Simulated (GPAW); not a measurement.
The system is C, a slab with vacuum.

```
C
1.0
     2.45617    0.00000    0.00000
    -1.22809    2.12711    0.00000
     0.00000    0.00000    8.52380
C
2
Cartesian
  1.2281 0.7090 0.0000
  0.0000 1.4181 0.0000
```

The slab is cut from a database's or a generator's crystal, which needn't be the stable form of the element.

Base run:

| Item | Value |
| --- | --- |
| Program | GPAW 26.7.0 |
| Functional | r2SCAN |
| Potentials or basis | GPAW PAW data sets (gpaw-data 1.2.1) |
| Cutoff | 600 eV |
| Basis | pw |
| k mesh | 10 × 10 × 3 |
| Occupations | fermi-dirac, width 0.05 eV |
| Spin | no spin polarisation |

Its results: band gap on the k mesh 2.19 eV, direct.

**Question.** The run is repeated on the same cell with these changes: functional from r2SCAN to PBEsol; potentials or basis from GPAW PAW data sets (gpaw-data 1.2.1) to PAW data sets generated in the run's folder for this functional. What comes out?

**Answer.** Band gap on the k mesh 2.06 eV, direct.

A k mesh can miss the band edges.

Not every run made on this cell is shown here.
